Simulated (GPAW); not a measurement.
# NaI (Fm-3m) in GPAW: a series of runs, part 2 of 2

GPAW 26.7.0. Earlier steps stand in the parts before.

## Step 3: Band structure, SCAN, spin-orbit coupling, no magnetisation

run.py reads:

```python
import numpy as np
from ase.dft.bandgap import bandgap
from ase.io import read, write
from ase.units import GPa
from gpaw import GPAW, PW
from gpaw.spinorbit import soc_eigenstates

atoms = read('NaI.cif')

calc = GPAW(mode=PW(800),
            xc='MGGA_X_SCAN+MGGA_C_SCAN',
            kpts={'size': (6, 6, 6), 'gamma': True},
            occupations={'name': 'fermi-dirac', 'width': 0.05},
            nbands=15,
            convergence={'density': 1e-05, 'energy': 1e-05},
            maxiter=150,
            txt='gpaw.txt')
atoms.calc = calc
energy = atoms.get_potential_energy()
forces = atoms.get_forces()
stress = atoms.get_stress()
calc.write('gs.gpw')
write('result.traj', atoms)
print(f'Energy: {energy:.6f} eV')
print('Forces (eV/A):')
print(forces.round(4))
print('Stress (GPa):', (stress / GPa).round(3))
print('Fermi level:', round(calc.get_fermi_level(), 4), 'eV')
print(f'Gap: {bandgap(calc)[0]:.4f} eV, direct: {bandgap(calc, direct=True)[0]:.4f} eV')

path = atoms.cell.bandpath('GXWKGLUWLK,UX', npoints=80, eps=1e-4)
bs_calc = calc.fixed_density(kpts=path, symmetry='off', nbands=28,
                             convergence={'bands': 'CBM+6.0', 'eigenstates': 1e-6}, txt='bands.txt')
bs = bs_calc.band_structure()
bs.write('bs.json')
print(f'Gap on the path: {bandgap(bs_calc)[0]:.4f} eV')

soc = soc_eigenstates(bs_calc, theta=54.7, phi=45, ignore_xc_potential=True)
np.savetxt('soc_bands.dat', soc.eigenvalues(), fmt='%.4f')
mesh = soc_eigenstates('gs.gpw', theta=54.7, phi=45, ignore_xc_potential=True)
np.savetxt('soc_mesh.dat', mesh.eigenvalues(), fmt='%.4f')
print('Fermi level with spin-orbit coupling:', round(mesh.fermi_level, 4), 'eV')
```

NaI.cif reads:

```cif
data_NaI
_cell_length_a 4.57696077
_cell_length_b 4.57696077
_cell_length_c 4.57696077
_cell_angle_alpha 60.00000000
_cell_angle_beta 60.00000000
_cell_angle_gamma 60.00000000
_space_group_name_H-M_alt 'P1'
_space_group_name_Hall 'P 1'
_space_group_IT_number 1
loop_
_space_group_symop_operation_xyz
'x,y,z'
loop_
_atom_site_label
_atom_site_type_symbol
_atom_site_symmetry_multiplicity
_atom_site_Wyckoff_symbol
_atom_site_fract_x
_atom_site_fract_y
_atom_site_fract_z
_atom_site_occupancy
I1 I 1 a 0.5000000000 0.5000000000 0.5000000000 1
Na1 Na 1 a 0.0000000000 0.0000000000 0.0000000000 1
```

Potentials or basis: GPAW PAW data sets (gpaw-data 1.2.1), pw.

Launch:

```bash
$ OMP_NUM_THREADS=1 python run.py
```

gpaw.txt:

```text
__  _  _
 | _ |_)|_||  |
 |__||  | ||/\| - 26.7.0

Input parameters:
  mode=PW(ecut=800.0),
  convergence={'density': 1e-05, 'energy': 1e-05},
  kpts=MonkhorstPack(size=(6, 6, 6), gamma=True),
  maxiter=150,
  nbands=15,
  occupations=Occupations(name='fermi-dirac', width=0.05),
  xc=XC(name='MGGA_X_SCAN+MGGA_C_SCAN')

Diagonalizing LCAO Hamiltonian
Converting LCAO to pw mode

                    I

       Na

Atoms  # Å, Bohr magnetons
|   | symbol |        x |        y |        z |    initial magnetic moments |
|---|--------|----------|----------|----------|-----------------------------|
| 0 |      I | 4.576961 | 2.642510 | 1.868536 | ( 0.0000,  0.0000,  0.0000) |
| 1 |     Na | 0.000000 | 0.000000 | 0.000000 | ( 0.0000,  0.0000,  0.0000) |

Unit cell  # Å
| periodic |        x |        y |        z |  lengths |    angles |
|----------|----------|----------|----------|----------|-----------|
|      yes | 4.576961 | 0.000000 | 0.000000 | 4.576961 | 60.000000 |
[... 215 lines left out ...]
  Entropy:          -0.000000
  Spinorbit:         0.000000
  ----------------------------
  Free energy:     -36.750237
  Extrapolated:    -36.750237

dipole moment: (-8.462338, -4.885733, -3.454735)  # |e|*Ang

Fermi level: 2.933
Eigenvalues  # (at kpt = [0.000, 0.000, 0.000])
| band index |      eig [eV] | occ [0-2] |
|------------|---------------|-----------|
|          0 |       -22.890 |     2.000 |
|          1 |       -22.890 |     2.000 |
|          2 |       -22.890 |     2.000 |
|          3 |       -11.003 |     2.000 |
|          4 |         0.371 |     2.000 |
|          5 |         0.371 |     2.000 |
|          6 |         0.371 |     2.000 |
|          7 |         4.756 |     0.000 |
|          8 |         8.928 |     0.000 |
|          9 |         8.928 |     0.000 |
|         10 |         8.928 |     0.000 |
|         11 |        10.872 |     0.000 |
|         12 |        10.872 |     0.000 |
|         13 |        11.567 |     0.000 |
|         14 |        12.964 |     0.000 |

Gap: 4.385 eV
Transition (v -> c):
  (s=0, k=0, n=6, [0.00, 0.00, 0.00]) -> (s=0, k=0, n=7, [0.00, 0.00, 0.00])
No difference between direct/indirect transitions

Forces  # eV/Ang
|       x |       y |       z |
|---------|---------|---------|
| 0.00000 | 0.00000 | 0.00000 |  # I    0
| 0.00000 | 0.00000 | 0.00000 |  # Na   1

Stress tensor  # eV/Ang^3
|        x |         y |        z |
|----------|-----------|----------|
| 0.001525 |  0.000000 | 0.000000 |
| 0.000000 |  0.001525 | 0.000000 |
| 0.000000 | -0.000000 | 0.001525 |

# Writing to gs.gpw (mode='')
```

stdout:

```text
Energy: -36.750237 eV
Forces (eV/A):
[[0. 0. 0.]
 [0. 0. 0.]]
Stress (GPa): [0.244 0.244 0.244 0.    0.    0.   ]
Fermi level: 2.9327 eV
Gap: 4.3845 eV, direct: 4.3845 eV
Gap on the path: 4.3845 eV
Fermi level with spin-orbit coupling: 2.7571 eV
```

bands.txt:

```text
Diagonalizing LCAO Hamiltonian
Converting LCAO to pw mode
convergence criteria:
- Maximum integral of absolute [eigenst]ate change: 1e-06 eV^2 / valence electron
maximum number of iterations: 150

SCF iterations
|iter     | |      energy | eigst |  dens |
|---------|-|-------------|-------|-------|
[... 86 lines left out ...]
         [0.40277778, 0.40277778, 0.69444444],
         [0.38888889, 0.38888889, 0.72222222],
         [0.375     , 0.375     , 0.75      ],
         [0.625     , 0.25      , 0.625     ],
         [0.59375   , 0.1875    , 0.59375   ],
         [0.5625    , 0.125     , 0.5625    ],
         [0.53125   , 0.0625    , 0.53125   ],
         [0.5       , 0.        , 0.5       ]])),
  maxiter=150,
  nbands=28,
  occupations=Occupations(name='fermi-dirac', width=0.05),
  symmetry=Symmetry(point_group=False, time_reversal=False),
  xc=XC(name='MGGA_X_SCAN+MGGA_C_SCAN')
```

It took 82 s on 1 thread of AMD EPYC 9R45 (Zen 5), shared host; peak memory 0.49 GiB.

Results:

| Property | Result |
| --- | --- |
| Free energy | -36.7502 eV |
| Pressure | -0.2 GPa |
| Band gap on the k mesh | 4.00 eV, direct |
| Band gap along the path | 4.00 eV, direct |

Levels at the corners of the path, in eV from the valence-band top:
| point | band 11 | band 12 | band 13 | band 14 | band 15 | band 16 | band 17 | band 18 |
| --- | --- | --- | --- | --- | --- | --- | --- | --- |
| Γ | 0.00 | 0.00 | 0.00 | 0.00 | 4.00 | 4.00 | 8.16 | 8.16 |
| X | -1.32 | -1.32 | -0.81 | -0.81 | 4.80 | 4.80 | 5.67 | 5.67 |
| W | -1.53 | -1.53 | -1.13 | -1.13 | 6.15 | 6.15 | 7.62 | 7.62 |
| K | -1.59 | -1.59 | -0.86 | -0.86 | 5.49 | 5.49 | 6.89 | 6.89 |
| Γ | 0.00 | 0.00 | 0.00 | 0.00 | 4.00 | 4.00 | 8.16 | 8.16 |
| L | -0.96 | -0.96 | -0.31 | -0.31 | 5.30 | 5.30 | 7.69 | 7.69 |
| U | -1.59 | -1.59 | -0.86 | -0.86 | 5.49 | 5.49 | 6.89 | 6.89 |
| W | -1.53 | -1.53 | -1.13 | -1.13 | 6.15 | 6.15 | 7.62 | 7.62 |
| L | -0.96 | -0.96 | -0.31 | -0.31 | 5.30 | 5.30 | 7.69 | 7.69 |
| K | -1.59 | -1.59 | -0.86 | -0.86 | 5.49 | 5.49 | 6.89 | 6.89 |
| U | -1.59 | -1.59 | -0.86 | -0.86 | 5.49 | 5.49 | 6.89 | 6.89 |
| X | -1.32 | -1.32 | -0.81 | -0.81 | 4.80 | 4.80 | 5.67 | 5.67 |

Caveat: spin-orbit coupling was added after a scalar SCF, so levels and gaps hold it while energy, forces, pressure and moments don't; this program's spin-orbit splittings come out too wide for heavy elements; the PAW data sets were made with another functional, which shifts forces and pressure a little. SCAN opens gaps a little over a GGA but as a rule still falls short of measured ones.

## Step 4: Band structure, RPBE, spin-orbit coupling, no magnetisation

run.py, as its differences from that of step 3:

```diff
@@ -7,6 +7,6 @@
 
-atoms = read('NaI.cif')
+atoms = read('POSCAR')
 
 calc = GPAW(mode=PW(800),
-            xc='MGGA_X_SCAN+MGGA_C_SCAN',
+            xc='RPBE',
             kpts={'size': (6, 6, 6), 'gamma': True},
@@ -37,5 +37,5 @@
 
-soc = soc_eigenstates(bs_calc, theta=54.7, phi=45, ignore_xc_potential=True)
+soc = soc_eigenstates(bs_calc, theta=90, phi=0)
 np.savetxt('soc_bands.dat', soc.eigenvalues(), fmt='%.4f')
-mesh = soc_eigenstates('gs.gpw', theta=54.7, phi=45, ignore_xc_potential=True)
+mesh = soc_eigenstates('gs.gpw', theta=90, phi=0)
 np.savetxt('soc_mesh.dat', mesh.eigenvalues(), fmt='%.4f')
```

POSCAR reads:

```
NaI
1.0
    0.0000000000      3.2364000000      3.2364000000
    3.2364000000      0.0000000000      3.2364000000
    3.2364000000      3.2364000000      0.0000000000
I Na
1 1
Direct
    0.5000000000      0.5000000000      0.5000000000
    0.0000000000      0.0000000000      0.0000000000
```

Potentials or basis: the program's PAW data sets (release 1.2.1) made for this functional, pw.

Launch:

```bash
$ OMP_NUM_THREADS=1 python run.py
```

Wall time 25 s (1 thread of AMD EPYC 9R45 (Zen 5), shared host); peak memory 0.42 GiB.

It converged, with:

```
Free energy             : -5.0252 eV
Pressure                : 1.6 GPa
Band gap on the k mesh  : 3.53 eV, direct
Band gap along the path : 3.54 eV, direct
```

Levels at the corners of the path, in eV from the valence-band top:
```
point  band 11  band 12  band 13  band 14  band 15  band 16  band 17  band 18
    Γ     0.00     0.00     0.00     0.00     3.54     3.54     7.70     7.70
    X    -1.28    -1.28    -0.78    -0.78     4.33     4.33     5.37     5.37
    W    -1.47    -1.47    -1.10    -1.10     5.62     5.62     7.21     7.21
    K    -1.54    -1.54    -0.83    -0.83     5.04     5.04     6.48     6.48
    Γ     0.00     0.00     0.00     0.00     3.54     3.54     7.70     7.70
    L    -0.94    -0.94    -0.30    -0.30     4.94     4.94     7.22     7.22
    U    -1.54    -1.54    -0.83    -0.83     5.04     5.04     6.48     6.48
    W    -1.47    -1.47    -1.10    -1.10     5.62     5.62     7.21     7.21
    L    -0.94    -0.94    -0.30    -0.30     4.94     4.94     7.22     7.22
    K    -1.54    -1.54    -0.83    -0.83     5.04     5.04     6.48     6.48
    U    -1.54    -1.54    -0.83    -0.83     5.04     5.04     6.48     6.48
    X    -1.28    -1.28    -0.78    -0.78     4.33     4.33     5.37     5.37
```

Caveat: spin-orbit coupling was added after a scalar SCF, so levels and gaps hold it while energy, forces, pressure and moments don't; this program's spin-orbit splittings come out too wide for heavy elements.

## Step 5: Dielectric tensor, LDA

run.py reads:

```python
import numpy as np
from ase import Atoms
from ase.dft.bandgap import bandgap
from ase.io import write
from gpaw import GPAW, PW
from gpaw.response.df import DielectricFunction

atoms = Atoms(['I', 'Na'],
              cell=[[0.0, 3.2364, 3.2364],
                    [3.2364, 0.0, 3.2364],
                    [3.2364, 3.2364, 0.0]],
              scaled_positions=[[0.5, 0.5, 0.5],
                                [0.0, 0.0, 0.0]],
              pbc=True)

calc = GPAW(mode=PW(600),
            xc='LDA',
            kpts={'size': (6, 6, 6), 'gamma': True},
            occupations={'name': 'fermi-dirac', 'width': 0.001},
            nbands=15,
            convergence={'density': 1e-06},
            maxiter=150,
            txt='gpaw.txt')
atoms.calc = calc
energy = atoms.get_potential_energy()
calc.write('gs.gpw')
write('result.traj', atoms)
print(f'Energy: {energy:.6f} eV')
print('Fermi level:', round(calc.get_fermi_level(), 4), 'eV')
print(f'Gap: {bandgap(calc)[0]:.4f} eV, direct: {bandgap(calc, direct=True)[0]:.4f} eV')

for size in [(13, 13, 13), (18, 18, 18)]:
    name = 'x'.join(str(n) for n in size)
    dense = calc.fixed_density(kpts={'size': size, 'gamma': True},
                               nbands=33, convergence={'bands': 27, 'eigenstates': 1e-7},
                               update_fermi_level=True, txt=f'dense-{name}.txt')
    dense.write(f'{name}.gpw', mode='all')
    df = DielectricFunction(f'{name}.gpw', frequencies=np.array([0.0]), hilbert=False, eta=0.001,
                            ecut=80, nbands=27, intraband=False, txt=f'df-{name}.txt')
    for xc in ['RPA', 'LR0.3', 'LR0.1']:
        for direction in ['x', 'y', 'z', [0, 1, 1], [1, 0, 1], [1, 1, 0]]:
            e0, e = df.get_macroscopic_dielectric_constant(xc=xc, direction=direction)
            print(f'{name} {xc} {direction}: {e0:.4f} without, {e:.4f} with local fields')
```

Potentials or basis: the program's PAW data sets (release 1.2.1) made for this functional, pw.

Launch:

```bash
$ OMP_NUM_THREADS=1 python run.py
```

gpaw.txt:

```text
__  _  _
 | _ |_)|_||  |
 |__||  | ||/\| - 26.7.0

Input parameters:
  mode=PW(ecut=600.0),
  convergence={'density': 1e-06},
  kpts=MonkhorstPack(size=(6, 6, 6), gamma=True),
  maxiter=150,
  nbands=15,
  occupations=Occupations(name='fermi-dirac', width=0.001),
  xc=XC(name='LDA')

Diagonalizing LCAO Hamiltonian
Converting LCAO to pw mode

                 I

       Na

Atoms  # Å, Bohr magnetons
|   | symbol |        x |        y |        z |    initial magnetic moments |
|---|--------|----------|----------|----------|-----------------------------|
| 0 |      I | 3.236400 | 3.236400 | 3.236400 | ( 0.0000,  0.0000,  0.0000) |
| 1 |     Na | 0.000000 | 0.000000 | 0.000000 | ( 0.0000,  0.0000,  0.0000) |

Unit cell  # Å
| periodic |        x |        y |        z |  lengths |    angles |
|----------|----------|----------|----------|----------|-----------|
|      yes | 0.000000 | 3.236400 | 3.236400 | 4.576961 | 60.000000 |
|      yes | 3.236400 | 0.000000 | 3.236400 | 4.576961 | 60.000000 |
|      yes | 3.236400 | 3.236400 | 0.000000 | 4.576961 | 60.000000 |

Number of symmetries: 48
Symmetry operations  # r_c * U_cc + t_c -> r_c
|    | kind |            matrix            |
|----|------|------------------------------|
|  0 |  σ   |  1, 0, 0,  1, 0,-1,  1,-1, 0 |
|  1 |  C2  |  1, 0, 0,  1,-1, 0,  1, 0,-1 |
|  2 |  E   |  1, 0, 0,  0, 1, 0,  0, 0, 1 |
|  3 |  σ   |  1, 0, 0,  0, 0, 1,  0, 1, 0 |
|  4 |  C4  |  1, 0,-1,  1, 0, 0,  1,-1, 0 |
|  5 |  S6  |  1, 0,-1,  1,-1, 0,  1, 0, 0 |
[... 155 lines left out ...]
  Fourier metric: weight=20.0, sigma=0.015

occupation numbers:
  Fermi-Dirac:
    width: 0.0010  # eV

poisson solver:
  ecut: 4800.0  # eV

xc functional:
  name: None

convergence criteria:
- Maximum integral of absolute [dens]ity change: 1e-06 electrons / valence electron
- Maximum [total energy] change in last 3 cyles: 0.0005 eV / valence electron
- Maximum integral of absolute [eigenst]ate change: 4e-08 eV^2 / valence electron
maximum number of iterations: 150

SCF iterations
|iter     | |      energy | eigst |  dens |
|---------|-|-------------|-------|-------|
|iter:   1| |   -6.023216 | -0.94 |       |
|iter:   2| |   -6.018918 | -3.29 | -1.44 |
|iter:   3| |   -5.994913 | -3.20 | -1.47 |
|iter:   4| |   -5.994898 | -4.46 | -2.07 |
|iter:   5| |   -5.994918c| -5.55 | -2.77 |
|iter:   6| |   -5.994921c| -6.87 | -3.47 |
|iter:   7| |   -5.994921c| -8.18c| -4.38 |
|iter:   8| |   -5.994921c| -8.39c| -5.27 |
|iter:   9| |   -5.994921c| -9.27c| -5.73 |
|iter:  10| |   -5.994921c| -9.81c| -6.66c|

Converged in 10 steps
Energy contributions relative to reference atoms: (reference = -197782.193773)

Energy contributions:
  Kinetic:           7.148365
  Coulomb:          -7.427244
  Zero:             -0.047616
  External:          0.000000
  Xc:               -5.668425
  Entropy:          -0.000000
  Spinorbit:         0.000000
  ----------------------------
  Free energy:      -5.994921
  Extrapolated:     -5.994921

dipole moment: (-6.095472, -6.095472, -6.095472)  # |e|*Ang

Fermi level: 2.009
Eigenvalues  # (at kpt = [0.000, 0.000, 0.000])
| band index |      eig [eV] | occ [0-2] |
|------------|---------------|-----------|
|          0 |       -21.962 |     2.000 |
|          1 |       -21.962 |     2.000 |
|          2 |       -21.962 |     2.000 |
|          3 |       -10.653 |     2.000 |
|          4 |         0.450 |     2.000 |
|          5 |         0.450 |     2.000 |
|          6 |         0.450 |     2.000 |
|          7 |         3.795 |     0.000 |
|          8 |         8.289 |     0.000 |
|          9 |         8.289 |     0.000 |
|         10 |         8.289 |     0.000 |
|         11 |        10.192 |     0.000 |
|         12 |        10.192 |     0.000 |
|         13 |        10.791 |     0.000 |
|         14 |        11.857 |     0.000 |

Gap: 3.345 eV
Transition (v -> c):
  (s=0, k=0, n=6, [0.00, 0.00, 0.00]) -> (s=0, k=0, n=7, [0.00, 0.00, 0.00])
No difference between direct/indirect transitions
# Writing to gs.gpw (mode='')
```

df-13x13x13.txt:

```text
FrequencyGridDescriptor(from 0.000 to 0.000 eV, 1 points)
FrequencyGridDescriptor(from 0.000 to 0.000 eV, 1 points)

Calculating chi0 body with:
    Ground state adapter containing:
    Number of spins: 1
    Number of kpoints: 2197
    Number of irreducible kpoints: 84
    Number of completely occupied states: 7
    Number of partially occupied states: 7

    Linear response parametrization:
    q_c: [0.0, 0.0, 0.0]
    Number of frequency points: 1
[... 34 lines left out ...]

Integral kind: response function wings

Finished calculating chi0

Calculating LR kernel with alpha = 0.3
Calculating LR kernel with alpha = 0.3
Calculating LR kernel with alpha = 0.3
Calculating LR kernel with alpha = 0.3
Calculating LR kernel with alpha = 0.3
Calculating LR kernel with alpha = 0.3
Calculating LR kernel with alpha = 0.1
Calculating LR kernel with alpha = 0.1
Calculating LR kernel with alpha = 0.1
Calculating LR kernel with alpha = 0.1
Calculating LR kernel with alpha = 0.1
Calculating LR kernel with alpha = 0.1
```

Wall time 5.6 min (1 thread of Arm Neoverse V2, shared host); peak memory 0.76 GiB.

Results:

* Free energy: -5.9949 eV
* Band gap on the k mesh: 3.34 eV, direct
* Electronic dielectric tensor (diagonal): 3.18

Electronic dielectric tensor:
```
3.18 0.00 0.00
0.00 3.18 0.00
0.00 0.00 3.18
```

Caveat: the long-wavelength limit can be off by a per cent or two; spin-orbit coupling is left out, which moves the levels of the heavy elements.

## Step 6: Overview

| task | level | potentials or basis | spin | cutoff (eV) | smearing | band path | band points | spin axis theta (degrees) | spin axis phi (degrees) | response ecut | gap on the mesh (eV) | pressure (GPa) |
| --- | --- | --- | --- | --- | --- | --- | --- | --- | --- | --- | --- | --- |
| band structure | PBEsol | PAW data sets generated in the run's folder for this functional, pw | SOC, no magnetisation | 800 | fermi-dirac 0.05 eV | GXWKGLUWLK,UX | 80 | 90 | 0 | - | 3.13 | -0.5 |
| band structure | SCAN | GPAW PAW data sets (gpaw-data 1.2.1), pw | SOC, no magnetisation | 800 | fermi-dirac 0.05 eV | GXWKGLUWLK,UX | 80 | 54.7 | 45 | - | 4.00 | -0.2 |
| band structure | RPBE | the program's PAW data sets (release 1.2.1) made for this functional, pw | SOC, no magnetisation | 800 | fermi-dirac 0.05 eV | GXWKGLUWLK,UX | 80 | 90 | 0 | - | 3.53 | 1.6 |
| dielectric tensor | LDA | the program's PAW data sets (release 1.2.1) made for this functional, pw | off | 600 | fermi-dirac 0.001 eV | - | - | - | - | 80 eV | 3.34 | - |

Alike in all rows: cell as given; k mesh 6 × 6 × 6.

Caveats: spin-orbit coupling was added after a scalar SCF, so levels and gaps hold it while energy, forces, pressure and moments don't (some runs); this program's spin-orbit splittings come out too wide for heavy elements (some runs); the PAW data sets were made with another functional, which shifts forces and pressure a little (some runs); the long-wavelength limit can be off by a per cent or two (some runs); spin-orbit coupling is left out, which moves the levels of the heavy elements (some runs).

Absolute energies hang on the potentials; compare differences alone.

## Step 7: Against experiment

Step 5. A measured high-frequency dielectric constant of NaI is 3.01 (a printed reference work, monograph); the calculated 3.18 misses it by +5.5 %.
